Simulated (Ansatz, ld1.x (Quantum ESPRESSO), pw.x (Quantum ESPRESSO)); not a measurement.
molybdenum (sc): variants of one RRKJ potential in the solid

* Element: Mo (Z = 42)
* Generator: ld1.x (Quantum ESPRESSO) 7.5
* Type: norm-conserving RRKJ (Kleinman–Bylander form)
* Functional: PBE
* Relativity: scalar-relativistic
* Frozen core: [Kr]
* Valence charge: 6
* Reference configuration: 4d5 5s1 5p0
* Partial waves: 5p (bound, empty): rc 4.20 bohr; 4d (bound): rc 1.35 bohr; 5s (bound): rc 2.65 bohr
* Local potential: the s channel
* Core correction: none
* rho0: 0.005

Crystal test: sc Mo in pw.x 7.5, no spin, 13³ k-points, Fermi–Dirac smearing 0.01 Ry, cutoffs set for each file from its atomic test. The reference is all-electron LAPW (Ansatz 0.2.0) with the same functional, mesh and smearing; V0 and B0 come from Birch–Murnaghan fits to the pressures at five volumes. Errors are pseudo minus all-electron; Δ is the rms difference of the E(V) curves that follow from these fits, minima aligned, over ±6 % about the mean V0. Mesh and smearing are coarse, so the numbers serve the comparison and aren't converged zero-temperature values; the lattice is a test structure that the element need not adopt.

All-electron: a0 = 2.601 Å (V0 = 17.59 Å³/atom), B0 = 191.2 GPa.

Base: The largest radius (4.20 bohr) exceeds half the bond length (2.46 bohr), so the spheres overlap, which is one possible source of error among others. This is a poor potential for the solid.

2 further variants are left out: they gave no file fit for a test, a broken result, the same result as the base, or pressures whose basis-set error rivals the error shown.

A dash in a converged row means that the minimum lies outside the volumes sampled.

```tsv
change	cutoffs (Ry)	pw.x	a0 (Å)	a0 error (%)	B0 error (%)	Δ (meV/atom)	mean pressure error (GPa)
base	110/440	converged	2.644	+1.67	-6.9	36.2	+9.72
all radii scaled by about 0.92 (s 2.46, p 3.88, d 1.24 bohr)	135/540	converged	2.642	+1.61	-6.8	34.7	+9.29
wave 4d (bound): rc 1.35 bohr becomes 4d (bound): rc 1.34 bohr	120/480	converged	2.644	+1.67	-6.9	36.2	+9.71
core correction a·sin(br)/r model core inside 0.60 bohr	110/440	converged	–	–	–	–	+21.51
```
